## Question

A group plans to grow ZnSe films on GaAs and to build an infrared detector from InSb. It has relaxed these and similar crystals with two density functionals, LDA and PBE. In the table, the energy over elements is the energy of the compound less that of its elements, so a more negative value means a more stable compound. The band gaps listed are those of PBE at the PBE volume; the two marked n/a are zero as well. The columns with a single k mesh and smearing width describe the LDA runs.

Zincblende crystals (space group F-43m), relaxed in LDA and in PBE with Ansatz 0.2.0: plane waves (cutoff 420 eV), PAW datasets made for PBE, scalar-relativistic, no spin polarisation, Gamma-centred k meshes, Gaussian smearing (fixed occupations where the width is 0 eV). Energies over elements refer to the elements' standard states in the same functional, at zero smearing.

```csv
formula,distinct smearing widths among the runs behind the row (eV),distinct k-meshes among the runs behind the row,element on site A,Z A,element on site B,Z B,difference of Pauling electronegativities,k mesh,smearing width,"volume per atom, LDA (Å³)","volume per atom, PBE (Å³)","energy over elements, LDA (eV/atom)","energy over elements, PBE (eV/atom)","band gap on mesh, PBE (eV)","volume per atom, PBE over volume per atom, LDA, less one (%)"
ZnS,0.02 / 0.05,10x10x10 / 8x8x8,Zn,30,S,16,0.93,10×10×10,0.02 eV,18.57,20.16,-0.846,-0.822,2.016,8.5
ZnSe,0.02,8x8x8,Zn,30,Se,34,0.9,8×8×8,0.02 eV,21.57,23.54,-0.668,-0.713,1.154,9.1
GaAs,0.01 / 0.02,12x12x12,Ga,31,As,33,0.37,12×12×12,0.01 eV,21.98,23.71,-0.323,-0.352,0.161,7.8
GaSb,0.1,12x12x12,Ga,31,Sb,51,0.24,12×12×12,0.1 eV,27.68,29.99,-0.127,-0.166,0.000,8.3
CdTe,0.02,8x8x8 / 10x10x10,Cd,48,Te,52,0.41,8×8×8,0 eV,32.90,36.22,-0.364,-0.465,0.587,10.1
InP,0.02,10x10x10,In,49,P,15,0.41,10×10×10,0.02 eV,24.73,26.46,-0.216,-0.245,0.441,7.0
InAs,0.1,12x12x12,In,49,As,33,0.4,12×12×12,0.1 eV,27.36,29.60,-0.207,-0.244,n/a,8.2
InSb,0.15 / 0.1,16x16x16 / 12x12x12,In,49,Sb,51,0.27,16×16×16,0.15 eV,33.55,36.51,-0.089,-0.128,0.000,8.8
HgTe,0.1,12x12x12,Hg,80,Te,52,0.1,12×12×12,0.1 eV,33.31,36.75,-0.129,-0.175,n/a,10.4
```

LDA, at its own volume, gives a larger gap in each of the five compounds for which the table lists a PBE gap above zero. For GaAs it gives 0.49 eV. In GaSb a gap of 0.06 eV survives in LDA between the bands that the electron count fills and the next one; the smearing of 0.1 eV is wider than this gap, so the program itself reports a metal.

(a) Which functional should the group use for lattice constants, for lattice matching and for energies of formation?

(b) A colleague argues: "Real gaps are larger still, so LDA describes gaps better than PBE." Judge the argument, and account for GaSb.

(c) Recommend a procedure, with a rough idea of its cost.

## Model answer

### (a) Structure and energy

PBE gives the larger volume in every row, by 7 to 10 %. LDA treats each point of the crystal as if the electron density around it were uniform, and it binds atoms too tightly. PBE also weighs the gradient of the density and favours uneven densities. A stretched crystal has a more uneven density, so the gradient term pushes the atoms apart, and in solids it usually pushes too far. For a given metal the heavier, softer crystal yields more, as InP, InAs and InSb show.

The real crystals lie between the two levels. Against rough recalled volumes, LDA is on average about 3 % too small and PBE about 5 % too large, which means 1 % and 2 % in the lattice constant. LDA is clearly nearer for GaSb, CdTe, InP, InSb and HgTe, and PBE for ZnS; volumes rounded to whole Å³ cannot sort the other three, but measured lattice constants are expected to put GaAs and InAs with LDA and ZnSe with PBE. The LDA runs used atomic datasets made for PBE, so a part of their error, of unknown size, may come from there.

For film growth the difference between two lattice constants matters more than either one, and most of the error cancels in it. The cancellation is poorer when a II-VI compound meets a III-V compound, because the II-VI partner expands more on going to PBE. LDA makes the lattice constant of ZnSe 0.6 % smaller than that of GaAs, and PBE makes it 0.2 % smaller. In reality it is roughly 0.3 % larger. Both levels therefore predict a film under tension where the real one is compressed.

Agreement between the functionals is no error bar either. For GaSb against InAs, both III-V compounds, they give nearly the same mismatch, close to 0.4 %, while the real one is roughly 0.6 %. Mismatches of a few tenths of a per cent decide how thick a film can grow before dislocations form. They should be taken from measured lattice constants.

For the energy over elements, the change of functional is small in absolute terms, at most 0.10 eV per atom, but not always small against the energy itself: in InSb it is about 0.04 eV on 0.09 eV per atom. The energy is a difference between compound and elements, so an error in binding counts only where it is unequal on the two sides. PBE makes the compound more stable in every row except ZnS. The largest step, 0.10 eV per atom, occurs in CdTe, and there PBE comes nearer to the real value of roughly −0.5 eV per atom. For ZnS the real value is roughly −1 eV per atom, and both levels bind too weakly. LDA is nearer there, but by only 0.02 eV against a shortfall of roughly 0.2 eV. PBE is thus a reasonable first choice for energies of formation, but two comparisons are thin evidence and measured values should be preferred where they exist.

### (b) What the larger LDA gap means

The colleague compares two crystals as well as two functionals. Each gap was computed at the volume that its own functional prefers, and the LDA crystal is the more compressed one. In the five compounds with a gap at both levels, both band edges lie at the centre of the Brillouin zone. The lowest empty state there is an antibonding combination of s orbitals, and it falls in energy when the bonds lengthen.

A stretched hydrogen molecule shows the same effect. As its atoms move apart, the antibonding level falls, the bonding level rises, and the distance between them shrinks. The comparison ends where the gap closes. In hydrogen both levels come from the same pair of orbitals and can only merge, whereas in the crystal the upper edge is s-like and the lower one p-like, so they can cross.

The step between the levels can be split into a part due to the volume and a part due to the functional itself:

$$E_g^{\mathrm{PBE}} - E_g^{\mathrm{LDA}} \approx -D\,\ln\frac{V_{\mathrm{PBE}}}{V_{\mathrm{LDA}}} + r$$

Here $E_g$ is the gap, $V$ the volume per atom, and $D$ the rate at which the gap falls as the crystal expands. The remainder $r$ is what PBE would do to the gap at a fixed volume. Rough recalled values of $D$ run from about 3 eV in CdTe to about 8 eV in GaAs. With these, $r$ comes out positive in all five compounds, at about 0.3 eV.

At equal volume, then, PBE would have the larger gap, and its expanded lattice more than takes this back. That reverses the colleague's conclusion. The argument rests on the recalled values of $D$, since no crystal here was computed with one functional at two volumes. A direct test is cheap: a single PBE calculation of GaAs at the LDA volume should give a gap above 0.49 eV.

GaSb can now be worked through; it was not used in finding $r$. The estimate takes its small LDA gap to lie at the zone centre as well, which the run does not report. Its volume grows from 27.68 to 29.99 Å³ per atom, and the logarithm of the ratio is 0.08. With $D$ near 8 eV the expansion removes about 0.6 eV, and the functional returns about 0.3 eV:

$$E_g^{\mathrm{PBE}} \approx 0.06 - 0.64 + 0.27 \approx -0.3\ \text{eV}$$

A negative result means that the s-like state has sunk below the p-like ones. The three p-like states have equal energy at the zone centre, and after the crossing only two of them are filled. Filled and empty bands must then touch, and the reported gap is zero however deep the crossing goes. The PBE calculation does find touching bands in GaSb. This is a mild test, because any loss above 0.06 eV would have closed the gap.

The five open gaps are the better evidence. The raw steps between LDA and PBE differ among them by 0.3 eV, from almost nothing in CdTe to the large drop in GaAs. Once the volume part is removed, the remainders agree to about 0.05 eV. An error of 1 eV in $D$ would shift a remainder by 0.08 eV, so the sign of $r$ can be trusted more than this close agreement.

CdTe shows why expansion alone does not set the step. It expands more than GaAs, yet its gap hardly changes, because its $D$ is small. Theory suggests two reasons, neither tested here. In a polar crystal with long bonds the s orbitals of the two atoms mix weakly, so the antibonding state is expected to rise less under compression. In II-VI compounds the filled d shell of the metal also pushes the p-like valence edge upward, more strongly in a compressed crystal, which offsets part of the widening. The d shell alone would not single out CdTe: in PBE it lies about 8 eV below the valence edge there, and about 6 eV below it in ZnSe. For a similar compound, the loss of gap on going from LDA to PBE should therefore be greatest where a sizeable expansion meets a large $D$.

Neither level gives usable gaps. GaAs has a real gap of roughly 1.4 eV, so PBE falls short by about 1.2 eV, several times the step between the functionals. Light emission would be placed near 8 µm instead of 0.9 µm. The main cause is well known: the spacing of the one-electron levels in functionals of this kind leaves out part of the energy needed to create a separate electron and hole. Spin-orbit coupling, which was also left out, would narrow most of the open gaps further.

### (c) Recommendation

The structure and the gap should be chosen separately. For known materials the group should fix the lattice at its measured size and compute the gap there with a hybrid functional or a quasiparticle method. If a structure must be predicted, LDA is the better start for the III-V compounds and the tellurides here, and PBE for ZnS and probably ZnSe, with an error of one or two per cent in length to be expected. For InSb the step beyond LDA and PBE is essential: both close its gap, and a detector without a gap has no cut-off wavelength. Spin-orbit coupling must be included there too, since it raises the valence edge of InSb by about as much as the whole gap.

A good gap method does not repair a poor lattice. If GaAs is computed at a volume 5 % too large, a $D$ of 8 eV lowers its gap by about 0.4 eV ($8 \times 0.05$), whichever method follows. In CdTe the same error in volume would cost less than half as much. The lattice therefore deserves most care in compounds whose gap reacts strongly to strain.

LDA and PBE cost about the same, so price is no reason to prefer either. The k mesh matters more: going from 8×8×8 to 12×12×12 means 3.4 times as many points before symmetry is used, and the work grows in proportion. In a hybrid functional every point interacts with every other, so the same refinement costs roughly eleven times as much ($3.4^2$). It is sensible to relax the crystal with LDA or PBE, or to adopt the measured lattice, and to spend the hybrid calculation on that one structure.

## Remarks on the reasoning

The decisive step in (b) is to ask at which volume each gap was computed. An answer that compares 0.49 with 0.16 eV and stops there credits the functional with an effect of compression. The same question should be put to any property that reacts strongly to strain whenever each method has relaxed its own crystal.

A zero gap needs care as well. HgTe really has no gap, so the zero found for it looks like a success. The same levels also give zero for InSb, which is a real semiconductor. The result for HgTe is therefore right, but it earns the functional no trust.

Candidates often explain the volume steps by ionic character. The difference of Pauling electronegativities does not order them: CdTe and InP share the value 0.41, yet they expand by 10.1 and 7.0 %. This does not rule ionicity out, since the two crystals differ much in size and other scales rank II-VI compounds as the more ionic. Why II-VI compounds expand more than III-V compounds of nearly equal size is not settled by the table. They are expected to be the softer crystals, so that a similar push from the gradient term moves them further, and the filled d shell of the metal may take part. A good answer would label both as guesses.
